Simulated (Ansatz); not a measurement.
## Sb: band structure with LDA

Crystal: Sb.

```
CELL_PARAMETERS angstrom
-1.57654 1.57654 2.71194
1.57654 -1.57654 2.71194
1.57654 1.57654 -2.71194
ATOMIC_POSITIONS crystal
Sb 0.00000 0.00000 0.00000
```

This isn't the form of Sb at room conditions, which is rhombohedral.

```
Program             : Ansatz 0.2.0
Task                : band structure
Functional          : LDA
Potentials or basis : all-electron LAPW, scalar-relativistic
Cutoff              : 186 eV (chosen from the basis error)
Basis error allowed : 0.001 eV/atom
k mesh              : 12 × 12 × 12
Occupations         : fermi-dirac, width 0.05 eV
Spin                : no spin polarisation
```

- Pressure: -2.4 GPa
- Band gap along the path: none (metal or under the smearing width)

Stress tensor (GPa, compression positive):
```
-2.37  0.00  0.00
 0.00 -2.37  0.00
 0.00  0.00 -2.47
```

Levels at the corners of the path, in eV from the Fermi level:
```csv
point,band 8,band 9,band 10,band 11,band 12,band 13,band 14,band 15,band 16
Γ,-29.14,-29.08,-12.98,4.54,5.34,5.34,10.04,10.68,11.17
X,-29.09,-29.01,-6.78,-4.37,-1.03,0.58,3.58,4.54,15.69
Y,-29.10,-29.07,-7.39,-3.39,-2.22,-1.77,7.41,8.81,16.35
S,-29.10,-29.09,-8.51,-3.99,-3.88,3.65,7.55,14.85,15.31
Γ,-29.14,-29.08,-12.98,4.54,5.34,5.34,10.04,10.68,11.17
Z,-29.08,-29.07,-9.35,-5.63,2.08,2.08,6.15,6.24,21.20
S1,-29.10,-29.09,-8.51,-3.99,-3.88,3.65,7.55,14.85,15.31
N,-29.09,-29.06,-9.20,-5.76,1.73,5.28,6.31,10.50,10.76
```

It took 8.7 s on 1 thread of AMD EPYC 7R13 Processor (Zen 3), with other jobs on the host, peak memory 0.35 GiB.

Caveat: spin-orbit coupling is left out, which moves the levels of the heavy elements.
